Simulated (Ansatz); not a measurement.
**Al (bcc type): how the settings move a single-point run**

Aim: see which settings change the result for Al (bcc type), by how much, and at what cost.

Program: Ansatz 0.2.0. Level of theory: reference: DFT, LDA, PAW with Ansatz's default frozen-core files, scalar-relativistic. These are calculated values, not measurements.

### 1 The structure to begin with

It takes space group Im-3m (No. 229, cubic). The conventional cell has a = 2.689 Å, b = 2.689 Å, c = 2.689 Å, α = 90.00°, β = 90.00°, γ = 90.00°. Al (site symmetry m-3m) is surrounded by 8 Al at 2.33 Å.

Coordinates:

```
CELL_PARAMETERS angstrom
-1.34475 1.34475 1.34475
1.34475 -1.34475 1.34475
1.34475 1.34475 -1.34475
ATOMIC_POSITIONS crystal
Al 0.00000 0.00000 0.00000
```

### 2 Reference

input.yaml

```yaml
crystal:
  lattice:
    - [-1.3447452316, 1.3447452316, 1.3447452316]
    - [1.3447452316, -1.3447452316, 1.3447452316]
    - [1.3447452316, 1.3447452316, -1.3447452316]
  atoms:
    - { symbol: Al, position: [0.0, 0.0, 0.0] }
kpoints:
  mp_grid: { grid: [19, 19, 19] }
scf:
  occupations: { method: fermi_dirac, width: 0.08 }
hamiltonian:
  xc: lda
  pseudopotentials: { kind: paw }
output:
  forces: true
  stress: true
  eigenvalues: true
basis:
  ecutwfc: 300
```

Run with:

```bash
$ ansatz run input.yaml --threads 1 --pin off --max-ram 2048MiB --backend cpu --events-out ev --progress --plain --runs-dir out
```

### 3 Variant: ecutwfc 400 eV

input.yaml: that of step 2 with these lines changed.

```diff
@@ -19,2 +19,2 @@
 basis:
-  ecutwfc: 300
+  ecutwfc: "400 eV"
```

What does the calculation give? Wanted: for each run, ending; energy change; pressure; gap; force.

The runs gave:

| run | ending | energy change | pressure (GPa) | gap (eV) | force (eV/Å) | cycles | time |
| --- | --- | --- | --- | --- | --- | --- | --- |
| reference | converged | 0 | 112.2 | 0.00 | 0.00 | 6 | 1.1 s |
| 1: ecutwfc 400 eV | converged | -53.6 meV/atom | 111.4 | 0.00 | 0.00 | 6 | 1.4 s |

Residual by cycle in the longest SCF loop of each run; runs are numbered as in the table. The quantity is the density residual dr2, in eV.

```csv
cycle,reference,run 1
1,0.0016,0.00179
2,3.7e-4,4.1e-4
3,3.1e-8,1.9e-8
4,3.9e-10,4.4e-10
5,5.0e-12,4.0e-12
6,4.9e-15,4.0e-15
```

**Reading.** Changing the cutoff moves the energy by -53.6 meV/atom, and the pressure goes from 112.2 to 111.4 GPa. The structure is not at rest: the sound run finds 112 GPa, so these are no properties of the relaxed crystal. 
